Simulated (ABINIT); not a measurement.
# MgS (Cm) in ABINIT: convergence with k mesh

Aim: find how far k mesh must go before the results for MgS settle, at PBE. This setting moves, with any that are tied to it; all else stays.

All numbers are computed with ABINIT 10.8.3 (patched build); they aren't measurements. Logs are shortened: lines on timing, memory, paths and dates and some standing lists are left out, and cuts for length are marked. The log counts tension as positive stress, the text compression.

### 1 The cell of the first run

The typed cell holds 2 atoms: a = 4.007 Å, b = 4.007 Å, c = 4.007 Å, α = 60.00°, β = 60.00°, γ = 60.00°.

The cell comes from a database or a generator and needn't be the stable form of this composition.

The cell isn't the ideal one: atoms moved at random, drawn with an rms of 0.05 Å.

### 2 With k mesh 1 × 1 × 1

run.abi

```
# Pseudopotentials
pp_dirpath "./"
pseudos "S.upf, Mg.upf"

# Structure
acell 3*1.0 Angstrom
rprim
     0.0000000000     2.8331200468     2.8331200468
     2.8331200468     0.0000000000     2.8331200468
     2.8331200468     2.8331200468     0.0000000000
ntypat 2
znucl 16 12
natom 2
typat 1 2
xred
     0.2577930000     0.2466650000     0.2502830000
    -0.0128600000     0.0110690000     0.0033980000
chkprim 0
chksymtnons 0
tolsym 1.0e-6

# Plane-wave basis
ecut 42.0

# k points
kptopt 1
ngkpt 1 1 1
nshiftk 1
shiftk 0.0 0.0 0.0

# Exchange and correlation
ixc 11

# Bands and occupations
nband 12
occopt 7
tsmear 0.05 eV

# SCF cycle
nstep 100
tolvrs 1.0e-10

# Output
iomode 3
prtwf 0
prtden 0
prteig 0
prtebands 0
```

Potentials or basis: PseudoDojo NC SR PBE v0.5 standard.

Command:

```bash
> abinit run.abi > log 2>&1
```

Run time: 3 s. Hardware: 1 thread of Arm Neoverse V1, shared host; peak memory 0.08 GiB.

Results (log left out):

```yaml
Free_energy: -1911.2163 eV
Pressure: 20.5 GPa
Largest_force: 0.299 eV/Å
Band_gap_on_the_k_mesh: 2.82 eV, direct
Valence_electrons_inside_the_program's_atomic_spheres: S 4.25; Mg 8.22
```

### 3 With k mesh 2 × 2 × 2

run.abi, as its differences from that of step 2:

```diff
@@ -26,3 +26,3 @@
 kptopt 1
-ngkpt 1 1 1
+ngkpt 2 2 2
 nshiftk 1
```

Potentials or basis: PseudoDojo NC SR PBE v0.5 standard.

Command:

```bash
> abinit run.abi > log 2>&1
```

Wall time 9.9 s (1 thread of Arm Neoverse V1, shared host); peak memory 0.08 GiB.

Results (log left out):

```yaml
Free_energy: -1917.7822 eV
Pressure: 4.2 GPa
Largest_force: 0.437 eV/Å
Band_gap_on_the_k_mesh: 3.27 eV, direct
Valence_electrons_inside_the_program's_atomic_spheres: S 4.03; Mg 8.30
```

### 4 With k mesh 3 × 3 × 3

run.abi, as its differences from that of step 3:

```diff
@@ -26,3 +26,3 @@
 kptopt 1
-ngkpt 2 2 2
+ngkpt 3 3 3
 nshiftk 1
```

Command:

```bash
> abinit run.abi > log 2>&1
```

Wall time 25 s (1 thread of Arm Neoverse V1, shared host); peak memory 0.09 GiB.

It converged, with:

```
Free energy                                           : -1918.4127 eV
Pressure                                              : 1.6 GPa
Largest force                                         : 0.443 eV/Å
Band gap on the k mesh                                : 3.34 eV, direct
Valence electrons inside the program's atomic spheres : S 3.99; Mg 8.31
```

### 5 With k mesh 4 × 4 × 4

run.abi, as its differences from that of step 4:

```diff
@@ -26,3 +26,3 @@
 kptopt 1
-ngkpt 3 3 3
+ngkpt 4 4 4
 nshiftk 1
```

Command:

```bash
> abinit run.abi > log 2>&1
```

Run time: 58 s. Hardware: 1 thread of Arm Neoverse V1, shared host; peak memory 0.11 GiB.

Results (log left out):

| Item | Value |
| --- | --- |
| Free energy | -1918.4886 eV |
| Pressure | 1.2 GPa |
| Largest force | 0.444 eV/Å |
| Band gap on the k mesh | 3.36 eV, direct |
| Valence electrons inside the program's atomic spheres | S 3.98; Mg 8.31 |

### 6 With k mesh 5 × 5 × 5

run.abi, as its differences from that of step 5:

```diff
@@ -26,3 +26,3 @@
 kptopt 1
-ngkpt 4 4 4
+ngkpt 5 5 5
 nshiftk 1
```

Potentials or basis: PseudoDojo NC SR PBE v0.5 standard.

Command:

```bash
> abinit run.abi > log 2>&1
```

It took 1.8 min on 1 thread of Arm Neoverse V1, shared host; peak memory 0.13 GiB.

Results (log left out):

```yaml
Free_energy: -1918.5004 eV
Pressure: 1.1 GPa
Largest_force: 0.444 eV/Å
Band_gap_on_the_k_mesh: 3.36 eV, direct
Valence_electrons_inside_the_program's_atomic_spheres: S 3.98; Mg 8.31
```

### 7 With k mesh 6 × 6 × 6

run.abi, as its differences from that of step 6:

```diff
@@ -26,3 +26,3 @@
 kptopt 1
-ngkpt 5 5 5
+ngkpt 6 6 6
 nshiftk 1
```

Command:

```bash
> abinit run.abi > log 2>&1
```

Wall time 2.9 min (1 thread of Arm Neoverse V1, shared host); peak memory 0.16 GiB.

It converged, with:

| Item | Value |
| --- | --- |
| Free energy | -1918.5025 eV |
| Pressure | 1.1 GPa |
| Largest force | 0.444 eV/Å |
| Band gap on the k mesh | 3.36 eV, direct |
| Valence electrons inside the program's atomic spheres | S 3.98; Mg 8.31 |

### 8 With k mesh 8 × 8 × 8

run.abi, as its differences from that of step 7:

```diff
@@ -26,3 +26,3 @@
 kptopt 1
-ngkpt 6 6 6
+ngkpt 8 8 8
 nshiftk 1
```

Potentials or basis: PseudoDojo NC SR PBE v0.5 standard.

Command:

```bash
> abinit run.abi > log 2>&1
```

run.abo:

```text
.Version 10.8.3 of ABINIT
 Symmetries : space group P1 (#  1); Bravais aP (primitive triclinic)
================================================================================
 Values of the parameters that define the memory need of the present run
     intxc =       0    ionmov =       0      iscf =       7    lmnmax =       6
     lnmax =       6     mgfft =      48  mpssoang =       3    mqgrid =    3001
     natom =       2  nloc_mem =       1    nspden =       1   nspinor =       1
    nsppol =       1      nsym =       1    n1xccc =    2501    ntypat =       2
    occopt =       7   xclevel =       2
       mpw =        4006          nfft =      110592          nkpt =         260
================================================================================
================================================================================

--------------------------------------------------------------------------------
------------- Echo of variables that govern the present computation ------------
--------------------------------------------------------------------------------
 -outvars: echo values of preprocessed input variables --------
            acell      1.8897261259E+00  1.8897261259E+00  1.8897261259E+00 Bohr
              amu      3.20660000E+01  2.43050000E+01
          chkprim           0
      chksymtnons           0
             ecut      4.20000000E+01 Hartree
                       outvar_i_n : Printing only first  50 k-points.
              ixc          11
                       outvar_i_n : Printing only first  50 k-points.
         kptrlatt        8    0    0      0    8    0      0    0    8
          kptrlen      6.05715698E+01
            natom           2
            nband          12
            ngfft          48      48      48
             nkpt         260
            nstep         100
             nsym           1
           ntypat           2
                       prtocc : prtvol=0, do not print more k-points.
           occopt           7
           prtden           0
[... 149 lines left out ...]
 Fermi (or HOMO) energy (hartree) =   0.11893   Average Vxc (hartree)=  -0.31426
 Eigenvalues (hartree) for nkpt= 260  k points:
 kpt#   1, nband= 12, wtk=  0.00195, kpt=  0.0000  0.0000  0.0000 (reduced coord)
  -2.65906   -1.43817   -1.43802   -1.43768   -0.35967    0.05059    0.05512    0.05710
   0.18063    0.34512    0.34520    0.34641
      occupation numbers for kpt#   1
   2.00000    2.00000    2.00000    2.00000    2.00000    2.00000    2.00000    2.00000
   0.00000    0.00000    0.00000    0.00000
 prteigrs : prtvol=0 or 1, do not print more k-points.

--- !EnergyTerms
iteration_state     : {dtset: 1, }
comment             : Components of total free energy in Hartree
kinetic             :  3.78746633102754E+01
hartree             :  2.55423195261770E+01
xc                  : -1.11195533220907E+01
Ewald energy        : -3.36021850891149E+01
psp_core            :  9.52476358684364E-01
local_psp           : -7.35945924773459E+01
non_local_psp       : -1.65568116145276E+01
internal            : -7.05036833079424E+01
'-kT*entropy'       : -2.96756330481299E-18
total_energy        : -7.05036833079424E+01
total_energy_eV     : -1.91850295825674E+03
band_energy         : -1.45880109122070E+01
...

 Cartesian components of stress tensor (hartree/bohr^3)
  sigma(1 1)= -3.69107131E-05  sigma(3 2)= -3.81976871E-05
  sigma(2 2)= -3.68980188E-05  sigma(3 1)=  3.82327052E-05
  sigma(3 3)= -3.95042174E-05  sigma(2 1)=  1.77311659E-05

-Cartesian components of stress tensor (GPa)         [Pressure=  1.1113E+00 GPa]
- sigma(1 1)= -1.08595067E+00  sigma(3 2)= -1.12381475E+00
- sigma(2 2)= -1.08557719E+00  sigma(3 1)=  1.12484502E+00
- sigma(3 3)= -1.16225420E+00  sigma(2 1)=  5.21668913E-01

== END DATASET(S) ==============================================================
================================================================================

 -outvars: echo values of variables after computation  --------
            acell      1.8897261259E+00  1.8897261259E+00  1.8897261259E+00 Bohr
           etotal     -7.0503683308E+01
            fcart      5.7661790443E-03 -5.7477099232E-03 -2.8944299446E-03
                      -5.7661790443E-03  5.7477099232E-03  2.8944299446E-03
            rprim      0.0000000000E+00  2.8331200468E+00  2.8331200468E+00
                       2.8331200468E+00  0.0000000000E+00  2.8331200468E+00
                       2.8331200468E+00  2.8331200468E+00  0.0000000000E+00
           strten     -3.6910713114E-05 -3.6898018838E-05 -3.9504217427E-05
                      -3.8197687115E-05  3.8232705177E-05  1.7731165942E-05
           xangst      1.4079133410E+00  1.4394403009E+00  1.4291900726E+00
                       4.0986747717E-02 -2.6806981883E-02 -5.0741180038E-03
             xred      2.5779300000E-01  2.4666500000E-01  2.5028300000E-01
                      -1.2860000000E-02  1.1069000000E-02  3.3980000000E-03
 Calculation completed.
```

It took 7.4 min on 1 thread of Arm Neoverse V1, shared host; peak memory 0.28 GiB.

Results:

```
Free energy                                           : -1918.5030 eV
Pressure                                              : 1.1 GPa
Largest force                                         : 0.444 eV/Å
Band gap on the k mesh                                : 3.36 eV, direct
Valence electrons inside the program's atomic spheres : S 3.98; Mg 8.31
```

### 9 The series at a glance

```csv
k mesh,"energy less the tightest run, at zero smearing (meV/atom)",pressure (GPa),largest force (eV/Å),gap on the mesh (eV),SCF cycles,CPU time (s),peak memory (GiB)
1 × 1 × 1,3643.33,20.47,0.299,2.816,13,3,0.08
2 × 2 × 2,360.39,4.22,0.437,3.272,11,9.9,0.08
3 × 3 × 3,45.13,1.59,0.443,3.341,11,25,0.09
4 × 4 × 4,7.18,1.20,0.444,3.357,11,58,0.11
5 × 5 × 5,1.30,1.13,0.444,3.361,11,110,0.13
6 × 6 × 6,0.25,1.11,0.444,3.361,10,180,0.16
8 × 8 × 8,0.00,1.11,0.444,3.361,11,450,0.28
```

Against the tightest run, the energy stays within 1 meV/atom from 6 × 6 × 6 on; the pressure stays within 0.1 GPa from 4 × 4 × 4 on; the largest force stays within 0.005 eV/Å from 3 × 3 × 3 on; the gap on the mesh stays within 0.01 eV from 4 × 4 × 4 on. Meshes of other sizes hit other points, so gaps and Fermi surfaces needn't settle smoothly. The tightest run that finished is the yardstick and may itself not be fully converged.
